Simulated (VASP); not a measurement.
# KI (Fm-3m) in VASP: notebook

Aim: see how the results for KI move with the level of theory and the settings. Levels: revPBE, PBEsol, RPBE. Tasks: single point.

Everything below comes from runs of VASP 6.6.1. Logs are shortened: lines on timing, memory, paths and dates and some standing lists are left out, and cuts for length are marked.

**Experimental background.**

From a printed reference work, monograph, for a bulk crystal of KI: band gap 6.32 eV.

The results are compared with them further down.

## Step 1: The cell of the first run

Symmetry: Fm-3m, No. 225, cubic system. The conventional cell has a = 7.066 Å, b = 7.066 Å, c = 7.066 Å, α = 90.00°, β = 90.00°, γ = 90.00°. Within 4.6 Å of K (site symmetry m-3m) lie 6 I at 3.53 Å. Within 4.6 Å of I (site symmetry m-3m) lie 6 K at 3.53 Å.

## Step 2: Single point, revPBE

INCAR

```
  PREC = Accurate
  ENCUT = 520
  EDIFF = 1E-6
  ISMEAR = 0
  SIGMA = 0.01
  LREAL = False
  LASPH = True
  NELM = 80
  ALGO = Normal
  ISIF = 2
  LWAVE = False
  LCHARG = True
  GGA = RE
  LELF = True
  LVHAR = True
  NBANDS = 15
```

KPOINTS

```
Automatic mesh
0
Gamma
  4 4 4
```

POSCAR

```
KI
1.0
    0.0000000000      3.5327750000      3.5327750000
    3.5327750000      0.0000000000      3.5327750000
    3.5327750000      3.5327750000      0.0000000000
K I
1 1
Direct
    0.0000000000      0.0000000000      0.0000000000
    0.5000000000      0.5000000000      0.5000000000
```

Potentials or basis: VASP PAW PBE potentials, release 64 (K_sv, I).

On the command line:

```sh
> cat potpaw_PBE.64/K_sv/POTCAR potpaw_PBE.64/I/POTCAR > POTCAR
> mpirun -np 1 vasp_std > vasp.out
```

OUTCAR:

```text
PREC = Accurate
   ENCUT = 520
   EDIFF = 1E-6
   ISMEAR = 0
   LREAL = False
   LASPH = True
   NELM = 80
   ISIF = 2
   GGA = RE

 ion  position               nearest neighbor table
   1  0.000  0.000  0.000-   2 3.53   2 3.53   2 3.53   2 3.53   2 3.53   2 3.53
   2  0.500  0.500  0.500-   1 3.53   1 3.53   1 3.53   1 3.53   1 3.53   1 3.53

  LATTYP: Found a face centered cubic cell.
 ALAT       =     7.0655500000

  Lattice vectors:

 A1 = (   0.0000000000,   3.5327750000,   3.5327750000)
 A2 = (   3.5327750000,   0.0000000000,   3.5327750000)
 A3 = (   3.5327750000,   3.5327750000,   0.0000000000)

Analysis of symmetry for initial positions (statically):
=====================================================================
 Subroutine PRICEL returns:
 Original cell was already a primitive cell.

 Routine SETGRP: Setting up the symmetry group for a
 face centered cubic supercell.

 Subroutine GETGRP returns: Found 48 space group operations
 (whereof 48 operations were pure point group operations)
 out of a pool of 48 trial point group operations.

The static configuration has the point symmetry O_h .

Analysis of symmetry for dynamics (positions and initial velocities):
=====================================================================
 Subroutine PRICEL returns:
 Original cell was already a primitive cell.

 Routine SETGRP: Setting up the symmetry group for a
 face centered cubic supercell.

 Subroutine GETGRP returns: Found 48 space group operations
 (whereof 48 operations were pure point group operations)
 out of a pool of 48 trial point group operations.

The dynamic configuration has the point symmetry O_h .

 Subroutine INISYM returns: Found 48 space group operations
 (whereof 48 operations are pure point group operations),
 and found     1 'primitive' translations

----------------------------------------------------------------------------------------

                                     Primitive cell

  volume of cell :      88.1816

  direct lattice vectors                    reciprocal lattice vectors
     0.000000000  3.532775000  3.532775000    -0.141531799  0.141531799  0.141531799
     3.532775000  0.000000000  3.532775000     0.141531799 -0.141531799  0.141531799
     3.532775000  3.532775000  0.000000000     0.141531799  0.141531799 -0.141531799

  length of vectors
     4.996098318  4.996098318  4.996098318     0.245140266  0.245140266  0.245140266

  position of ions in fractional coordinates (direct lattice)
     0.000000000  0.000000000  0.000000000
     0.500000000  0.500000000  0.500000000

  ion indices of the primitive-cell ions
   primitive index   ion index
                 1           1
                 2           2

----------------------------------------------------------------------------------------

 KPOINTS: Automatic mesh

Automatic generation of k-mesh.
 Grid dimensions read from file:
 generate k-points for:    4    4    4

 Generating k-lattice:

  Cartesian coordinates                     Fractional coordinates (reciprocal lattice)
    -0.035382950  0.035382950  0.035382950     0.250000000  0.000000000  0.000000000
     0.035382950 -0.035382950  0.035382950     0.000000000  0.250000000  0.000000000
     0.035382950  0.035382950 -0.035382950     0.000000000  0.000000000  0.250000000

  Length of vectors
     0.061285067  0.061285067  0.061285067

  Shift w.r.t. Gamma in fractional coordinates (k-lattice)
     0.000000000  0.000000000  0.000000000

 Subroutine IBZKPT returns following result:
 ===========================================

 Found      8 irreducible k-points:

 Following reciprocal coordinates:
            Coordinates               Weight
  0.000000  0.000000  0.000000      1.000000
  0.250000  0.000000  0.000000      8.000000
  0.500000  0.000000  0.000000      4.000000
  0.250000  0.250000  0.000000      6.000000
  0.500000  0.250000  0.000000     24.000000
 -0.250000  0.250000  0.000000     12.000000
  0.500000  0.500000  0.000000      3.000000
 -0.250000  0.500000  0.250000      6.000000
   k-points           NKPTS =      8   k-points in BZ     NKDIM =      8   number of bands    NBANDS=     15
   number of dos      NEDOS =    301   number of ions     NIONS =      2
   total plane-waves  NPLWV =  64000
   dimension x,y,z NGX =    40 NGY =   40 NGZ =   40
   dimension x,y,z NGXF=    80 NGYF=   80 NGZF=   80
   ions per type =               1   1
   NGX,Y,Z   is equivalent  to a cutoff of  13.31, 13.31, 13.31 a.u.
   NGXF,Y,Z  is equivalent  to a cutoff of  26.62, 26.62, 26.62 a.u.
 SYSTEM =  unknown system
   PREC   = accura    normal or accurate (medium, high low for compatibility)
   ISTART =      0    job   : 0-new  1-cont  2-samecut
   ICHARG =      2    charge: 1-file 2-atom 10-const
   ISPIN  =      1    spin polarized calculation?
   LNONCOLLINEAR =      F non collinear calculations
   LSORBIT =      F    spin-orbit coupling
   LASPH  =      T    aspherical Exc in radial PAW
   ENCUT  =  520.0 eV  38.22 Ry    6.18 a.u.   9.29  9.29  9.29*2*pi/ulx,y,z
   NELM   =     80;   NELMIN=  2; NELMDL= -5     # of ELM steps
   EDIFF  = 0.1E-05   stopping-criterion for ELM
   LREAL  =      F    real-space projection
   EDIFFG = 0.1E-04   stopping-criterion for IOM
   NSW    =      0    number of steps for IOM
   IBRION =     -1    ionic relax: 0-MD 1-quasi-New 2-CG
   NFREE  =      0    steps in history (QN), initial steepest desc. (CG)
   ISIF   =      2    stress and relaxation
   ISYM   =      2    0-nonsym 1-usesym 2-fastsym
   POTIM  = 0.5000    time-step for ionic-motion
   TEBEG  =    0.0;   TEEND  =   0.0 temperature during run
   PSTRESS=    0.0 pullay stress
   NELECT =      16.0000    total number of electrons
   NUPDOWN=      -1.0000    fix difference up-down
   EMIN   =  10.00;   EMAX   =-10.00  energy-range for DOS
   EFERMI =   0.00;   METHOD = LEGACY
   ISMEAR =     0;   SIGMA  =   0.01  broadening in eV -4-tet -1-fermi 0-gaus
   EFERMI_NEDOS =   21; number of points for ismear=-14 and -15
   IALGO  =     38    algorithm
   IMIX   =      4    mixing-type and parameters
     AMIX     =   0.40;   BMIX     =  1.00
     AMIX_MAG =   1.60;   BMIX_MAG =  1.00
  volume/ion in A,a.u.               =      44.09       297.54
  Fermi-wavevector in a.u.,A,eV,Ry     =   0.926806  1.751409 11.686988  0.858969
  Thomas-Fermi vector in A             =   2.052808
   LORBIT       =      0    0 simple, 1 ext, 2 COOP (PROOUT), +10 PAW based schemes
   GGA     = RE    functional components
   LHFCALC =     F    Hartree Fock is set to
   AEXX    =    0.0000 exact exchange contribution
   IVDW    =     0    specifies the selected vdW correction
   LEPSILON=     F    determine dielectric tensor
   LRPA    =     F    only Hartree local field effects (RPA)
 non-spin polarized calculation
 Gauss-broadening in eV      SIGMA  =   0.01
  energy-cutoff  :      520.00
  volume of cell :       88.18
 maximum number of plane-waves:      2421
 NGX is ok and might be reduce to    40
   NGX = 19   NGY = 19   NGZ = 19

 number of electron      15.9999999 magnetization

 Free energy of the ion-electron system (eV)
  ---------------------------------------------------
  ext. energy  EPLUGINS =         0.00000000
  ---------------------------------------------------
  free energy    TOTEN  =        -5.20964901 eV

  energy without entropy =       -5.20964901  energy(sigma->0) =       -5.20964901

 E-fermi :  -0.1798     XC(G=0):  -6.9211

 val. band max:       -0.3192899023   @ k =   0.0000   0.0000   0.0000
 cond. band min:       3.9059648084   @ k =   0.0000   0.0000   0.0000
 fundamental gap:      4.2252547107
 Fermi energy:        -0.1798046309

 k-point     1 :       0.0000    0.0000    0.0000
  band No.  band energies     occupation
      1     -28.9063      2.00000
      2     -12.3589      2.00000
      3     -12.3589      2.00000
      4     -12.3589      2.00000
      5     -10.7827      2.00000
      6      -0.3193      2.00000
      7      -0.3193      2.00000
      8      -0.3193      2.00000
      9       3.9060      0.00000
     10       6.3255      0.00000
     11       6.3255      0.00000
     12       6.3255      0.00000
     13       6.9891      0.00000
     14       6.9891      0.00000
     15       9.7524      0.00000

 k-point     2 :       0.2500    0.0000    0.0000
  band No.  band energies     occupation
      1     -28.9053      2.00000
      2     -12.4312      2.00000
      3     -12.3600      2.00000
      4     -12.3600      2.00000
      5     -10.6471      2.00000
      6      -1.0438      2.00000
      7      -0.4899      2.00000
      8      -0.4899      2.00000
      9       4.9727      0.00000
     10       6.4353      0.00000
     11       6.9285      0.00000
     12       6.9285      0.00000
     13       7.6940      0.00000
     14       7.6940      0.00000
     15      10.1464      0.00000

 k-point     3 :       0.5000    0.0000    0.0000
  band No.  band energies     occupation
      1     -28.9044      2.00000
      2     -12.4948      2.00000
      3     -12.3610      2.00000
      4     -12.3610      2.00000
      5     -10.5176      2.00000
      6      -1.5883      2.00000
      7      -0.6452      2.00000
      8      -0.6452      2.00000
      9       5.4228      0.00000
     10       7.5942      0.00000
     11       7.9609      0.00000
     12       7.9609      0.00000
     13       8.5292      0.00000
     14       8.5292      0.00000
     15       9.2190      0.00000
[... 55 lines left out ...]
 k-point     7 :       0.5000    0.5000    0.0000
  band No.  band energies     occupation
      1     -28.9037      2.00000
      2     -12.4016      2.00000
      3     -12.3762      2.00000
      4     -12.3762      2.00000
      5     -10.6420      2.00000
      6      -1.2817      2.00000
      7      -0.6748      2.00000
      8      -0.6748      2.00000
      9       4.8084      0.00000
     10       5.6519      0.00000
     11       7.8482      0.00000
     12       8.4939      0.00000
     13       8.7425      0.00000
     14       9.4050      0.00000
     15       9.4050      0.00000

 k-point     8 :      -0.2500    0.5000    0.2500
  band No.  band energies     occupation
      1     -28.9037      2.00000
      2     -12.4054      2.00000
      3     -12.3888      2.00000
      4     -12.3888      2.00000
      5     -10.5873      2.00000
      6      -1.0201      2.00000
      7      -1.0201      2.00000
      8      -0.8969      2.00000
      9       6.3275      0.00000
     10       6.3275      0.00000
     11       6.4904      0.00000
     12       8.0363      0.00000
     13       8.6070      0.00000
     14       9.4368      0.00000
     15       9.7921      0.00000

------------------------ aborting loop because EDIFF is reached ----------------------------------------

  FORCE on cell =-STRESS in cart. coord.  units (eV):
  Direction    XX          YY          ZZ          XY          YZ          ZX
  --------------------------------------------------------------------------------------
  -------------------------------------------------------------------------------------
  Total        0.8580032      0.8580032      0.8580032      0.0000000     -0.0000000     -0.0000000
  in kB       15.5891177     15.5891177     15.5891177      0.0000000     -0.0000000     -0.0000000
  external PRESSURE =      15.5891177 kB  Pullay stress =       0.0000000 kB

 VOLUME and BASIS-vectors are now :
 -----------------------------------------------------------------------------
  energy-cutoff  :      520.00
  volume of cell :       88.18
      direct lattice vectors                 reciprocal lattice vectors
     0.000000000  3.532775000  3.532775000    -0.141531799  0.141531799  0.141531799
     3.532775000  0.000000000  3.532775000     0.141531799 -0.141531799  0.141531799
     3.532775000  3.532775000  0.000000000     0.141531799  0.141531799 -0.141531799

 POSITION                                       TOTAL-FORCE (eV/Angst)
 -----------------------------------------------------------------------------------
      0.00000      0.00000      0.00000        -0.000000     -0.000000      0.000000
      3.53277      3.53277      3.53277         0.000000      0.000000     -0.000000
 -----------------------------------------------------------------------------------
    total drift:                                0.000000     -0.000000     -0.000000

  FREE ENERGIE OF THE ION-ELECTRON SYSTEM (eV)
  ---------------------------------------------------
  free  energy   TOTEN  =        -5.2096490078 eV

  energy  without entropy=       -5.2096490078  energy(sigma->0) =       -5.20964901
```

It took 19 s on 1 thread of Intel Xeon Platinum 8488C (Sapphire Rapids), shared host; peak memory 0.23 GiB.

Results:

- Free energy: -5.2096 eV
- Pressure: 1.6 GPa
- Band gap on the k mesh: 4.23 eV, direct

Levels at points of the mesh, in eV from the valence-band top:
```csv
k point,band 6,band 7,band 8,band 9,band 10,band 11
"(0.00, 0.00, 0.00)",0.00,0.00,0.00,4.23,6.64,6.64
"(0.50, 0.00, 0.00)",-1.27,-0.33,-0.33,5.74,7.91,8.28
"(0.50, 0.50, 0.00)",-0.96,-0.36,-0.36,5.13,5.97,8.17
```

Caveat: the PAW data sets were made with another functional, which shifts forces and pressure a little; spin-orbit coupling is left out, which moves the levels of the heavy elements.

## Step 3: Single point, PBEsol

INCAR

```
SYSTEM = KI
  PREC = Accurate
  ENCUT = 520
  EDIFF = 1E-6
  ISMEAR = 0
  SIGMA = 0.01
  LREAL = .FALSE.
  LASPH = .TRUE.
  NELM = 100
  ALGO = Normal
  ISIF = 2
  LWAVE = .FALSE.
  LCHARG = .TRUE.
  GGA = PS
  LELF = .TRUE.
  LVHAR = .TRUE.
  NBANDS = 15
```

KPOINTS

```
regular mesh
0
G
  4 4 4
  0 0 0
```

POSCAR is that of step 2.

Potentials or basis: VASP PAW PBE potentials, release 64 (K_sv, I).

On the command line:

```sh
> cat potpaw_PBE.64/K_sv/POTCAR potpaw_PBE.64/I/POTCAR > POTCAR
> mpirun -np 1 vasp_std > vasp.out
```

OUTCAR:

```text
SYSTEM = KI
   PREC = Accurate
   ENCUT = 520
   EDIFF = 1E-6
   ISMEAR = 0
   LREAL = .FALSE.
   LASPH = .TRUE.
   NELM = 100
   ISIF = 2
   GGA = PS

 ion  position               nearest neighbor table
   1  0.000  0.000  0.000-   2 3.53   2 3.53   2 3.53   2 3.53   2 3.53   2 3.53
   2  0.500  0.500  0.500-   1 3.53   1 3.53   1 3.53   1 3.53   1 3.53   1 3.53

  LATTYP: Found a face centered cubic cell.
 ALAT       =     7.0655500000

  Lattice vectors:

 A1 = (   0.0000000000,   3.5327750000,   3.5327750000)
 A2 = (   3.5327750000,   0.0000000000,   3.5327750000)
 A3 = (   3.5327750000,   3.5327750000,   0.0000000000)

Analysis of symmetry for initial positions (statically):
=====================================================================
 Subroutine PRICEL returns:
 Original cell was already a primitive cell.

 Routine SETGRP: Setting up the symmetry group for a
 face centered cubic supercell.

 Subroutine GETGRP returns: Found 48 space group operations
 (whereof 48 operations were pure point group operations)
 out of a pool of 48 trial point group operations.

The static configuration has the point symmetry O_h .

Analysis of symmetry for dynamics (positions and initial velocities):
[... 161 lines left out ...]
     10       5.9203      0.00000
     11       5.9203      0.00000
     12       5.9203      0.00000
     13       6.6603      0.00000
     14       6.6603      0.00000
[... 113 lines left out ...]
      2     -12.4434      2.00000
      3     -12.4207      2.00000
      4     -12.4207      2.00000
      5     -10.8357      2.00000
      6      -1.2519      2.00000
      7      -1.2519      2.00000
      8      -1.1194      2.00000
      9       5.8563      0.00000
     10       5.8563      0.00000
     11       6.0557      0.00000
     12       7.5888      0.00000
     13       8.2731      0.00000
     14       9.1385      0.00000
     15       9.4942      0.00000

------------------------ aborting loop because EDIFF is reached ----------------------------------------

  FORCE on cell =-STRESS in cart. coord.  units (eV):
  Direction    XX          YY          ZZ          XY          YZ          ZX
  --------------------------------------------------------------------------------------
  -------------------------------------------------------------------------------------
  Total       -0.1333715     -0.1333715     -0.1333715     -0.0000000      0.0000000      0.0000000
  in kB       -2.4232363     -2.4232363     -2.4232363     -0.0000000      0.0000000      0.0000000
  external PRESSURE =      -2.4232363 kB  Pullay stress =       0.0000000 kB

 VOLUME and BASIS-vectors are now :
 -----------------------------------------------------------------------------
  energy-cutoff  :      520.00
  volume of cell :       88.18
      direct lattice vectors                 reciprocal lattice vectors
     0.000000000  3.532775000  3.532775000    -0.141531799  0.141531799  0.141531799
     3.532775000  0.000000000  3.532775000     0.141531799 -0.141531799  0.141531799
     3.532775000  3.532775000  0.000000000     0.141531799  0.141531799 -0.141531799

 POSITION                                       TOTAL-FORCE (eV/Angst)
 -----------------------------------------------------------------------------------
      0.00000      0.00000      0.00000         0.000000     -0.000000     -0.000000
      3.53277      3.53277      3.53277        -0.000000      0.000000      0.000000
 -----------------------------------------------------------------------------------
    total drift:                                0.000000     -0.000000     -0.000000

  FREE ENERGIE OF THE ION-ELECTRON SYSTEM (eV)
  ---------------------------------------------------
  free  energy   TOTEN  =        -5.8136193526 eV

  energy  without entropy=       -5.8136193526  energy(sigma->0) =       -5.81361935
```

OSZICAR:

```text
N       E                     dE             d eps       ncg     rms          rms(c)
DAV:   1     0.908858705291E+02    0.90886E+02   -0.63682E+03   240   0.899E+02
DAV:   2    -0.215191999334E+00   -0.91101E+02   -0.82834E+02   303   0.213E+02
DAV:   3    -0.566562963347E+01   -0.54504E+01   -0.54170E+01   324   0.456E+01
DAV:   4    -0.589738845934E+01   -0.23176E+00   -0.23173E+00   383   0.933E+00
DAV:   5    -0.589939325970E+01   -0.20048E-02   -0.20048E-02   338   0.958E-01    0.292E+00
DAV:   6    -0.581635260879E+01    0.83041E-01   -0.87210E-02   303   0.195E+00    0.209E+00
DAV:   7    -0.580890213176E+01    0.74505E-02   -0.10157E-01   303   0.172E+00    0.832E-01
DAV:   8    -0.581334904878E+01   -0.44469E-02   -0.14383E-02   303   0.816E-01    0.196E-01
DAV:   9    -0.581336752405E+01   -0.18475E-04   -0.44526E-04   303   0.122E-01    0.710E-02
DAV:  10    -0.581360593945E+01   -0.23842E-03   -0.24037E-04   268   0.919E-02    0.273E-02
DAV:  11    -0.581361678744E+01   -0.10848E-04   -0.15439E-05   327   0.204E-02    0.146E-02
DAV:  12    -0.581361878648E+01   -0.19990E-05   -0.31495E-06   281   0.121E-02    0.120E-02
DAV:  13    -0.581361935264E+01   -0.56616E-06   -0.53008E-07   204   0.686E-03
   1 F= -.58136194E+01 E0= -.58136194E+01  d E =-.102743E-12
```

stdout:

```text
POSCAR found type information on POSCAR K I
 POSCAR found :  2 types and       2 ions
 scaLAPACK will be used
 -----------------------------------------------------------------------------
|                                                                             |
|                                                                             |
|     You enforced a specific xc type in the INCAR file but a different       |
|     I HOPE YOU KNOW WHAT YOU ARE DOING!                                     |
|                                                                             |
 -----------------------------------------------------------------------------

 LDA part: xc-table for (Slater+PW92), standard interpolation
 POSCAR, INCAR and KPOINTS ok, starting setup
 FFT: planning ... GRIDC
 FFT: planning ... GRID_SOFT
 FFT: planning ... GRID
 WAVECAR not read
 entering main loop
```

Run time: 16 s. Hardware: 1 thread of Intel Xeon Platinum 8488C (Sapphire Rapids), shared host; peak memory 0.23 GiB.

Results:

| Quantity | Value |
| --- | --- |
| Free energy | -5.8136 eV |
| Pressure | -0.2 GPa |
| Band gap on the k mesh | 3.81 eV, direct |

Caveat: the PAW data sets were made with another functional, which shifts forces and pressure a little; spin-orbit coupling is left out, which moves the levels of the heavy elements.

(Continued in part 2 of 2.)
